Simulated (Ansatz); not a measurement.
The system is TiTe.

```
Ti Te
1.0
     0.00000    3.31060    3.31060
     3.31060    0.00000    3.31060
     3.31060    3.31060    0.00000
Ti Te
1 1
Cartesian
  0.0000 0.0000 0.0000
  1.6553 1.6553 1.6553
```

The cell comes from a database or a generator and needn't be the stable form of this composition.

```yaml
Program: Ansatz 0.2.0
Task: relaxation of cell and atoms
Functional: HF
Potentials_or_basis: Ansatz PAW
Cutoff: "420 eV (not typed: the program's choice for these potentials)"
k_mesh: 4 × 4 × 4
Occupations: fermi-dirac, width 0.05 eV
Spin: no spin polarisation
```

At the start: volume 36.28 Å³/atom.

Task: How do energy, volume and symmetry change on relaxing?

Result: It ends after 4 steps and the volume is 31.16 Å³/atom (-14.1 %); space group F-43m (No. 216, to 0.05 Å).

The path:
| step | energy change (eV) | largest force (eV/Å) | volume (Å³) |
| --- | --- | --- | --- |
| 1 | 0.0000 | 0.0000 | 72.57 |
| 2 | -0.2723 | 0.0000 | 62.46 |
| 3 | -0.2724 | 0.0000 | 62.33 |
| 4 | -0.2660 | 0.0000 | 62.33 |

Final structure:
```
CELL_PARAMETERS angstrom
0.00000 3.14688 3.14688
3.14688 0.00000 3.14688
3.14688 3.14688 0.00000
ATOMIC_POSITIONS crystal
Ti 0.00000 0.00000 0.00000
Te 0.25000 0.25000 0.25000
```

Caveat: the k mesh is coarse (spacing up to 0.41 Å⁻¹), so the values aren't converged, least of all with exact exchange; the plane-wave basis is chosen anew once the cell has moved, so the energies of steps on either side of that aren't comparable; the PAW data sets come from PBE, with cores solved anew for the run's functional, which leaves a small shift of forces and pressure.
